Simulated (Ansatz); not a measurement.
# ZnS: the cost of one run

Computed with Ansatz 0.2.0 (DFT PBE, scalar-relativistic, plane waves, PAW, unless a step's input says otherwise).

2 further runs of the same task are left out: 2 set aside as unsound or not needed.

## Step 1: Starting point

The structure is cubic, space group F-43m (No. 216). The conventional cell has a = 5.443 Å, b = 5.443 Å, c = 5.443 Å, α = 90.00°, β = 90.00°, γ = 90.00°. Zn (site symmetry -43m) is surrounded by 4 S at 2.36 Å. S (site symmetry -43m) has 4 Zn at 2.36 Å as nearest neighbours.

Structure file:

```cif
data_structure
_symmetry_space_group_name_H-M 'F-43m'
_symmetry_Int_Tables_number 216
_cell_length_a 5.4434
_cell_length_b 5.4434
_cell_length_c 5.4434
_cell_angle_alpha 90.000
_cell_angle_beta 90.000
_cell_angle_gamma 90.000
_cell_volume 161.29
loop_
_atom_site_label
_atom_site_type_symbol
_atom_site_symmetry_multiplicity
_atom_site_Wyckoff_symbol
_atom_site_fract_x
_atom_site_fract_y
_atom_site_fract_z
_atom_site_occupancy
Zn1 Zn 4 a 0.00000 0.00000 0.00000 1
S1 S 4 c 0.25000 0.25000 0.25000 1
```

This cell was relaxed beforehand with the same method: volume 20.16 Å³/atom, gap on the mesh 2.02 eV.

## Step 2: The cell under 4 GPa

At a set pressure the run lowers the enthalpy E + PV, so the energy alone may rise along the way.

Contents of input.yaml:

```yaml
crystal:
  lattice:
    - [0.0, 2.7216977293, 2.7216977293]
    - [2.7216977293, 0.0, 2.7216977293]
    - [2.7216977293, 2.7216977293, 0.0]
  atoms:
    - { symbol: Zn, position: [0.0, 0.0, 0.0] }
    - { symbol: S, position: [0.75, 0.75, 0.75] }
basis:
  ecutwfc: 420
kpoints:
  mp_grid: { grid: [10, 10, 10] }
hamiltonian:
  xc: pbe
scf:
  occupations: { method: fixed }
output:
  forces: true
  stress: true
  eigenvalues: true
relax:
  adjacent_minimum: "off"
  f_tol: 0.001
  max_steps: 60
  cell: { stress_tol: 0.02, p_target: 4.0 }
```

Run with:

```sh
$ ansatz run input.yaml --threads 1 --pin off --max-ram 3072MiB --backend cpu --events-out ev --progress --plain --runs-dir out
```

**Question.** How long does this run take on 1 thread of Arm Neoverse V1, shared host, and how much memory does it need?

About 16 s, with a peak of 0.3 GiB.
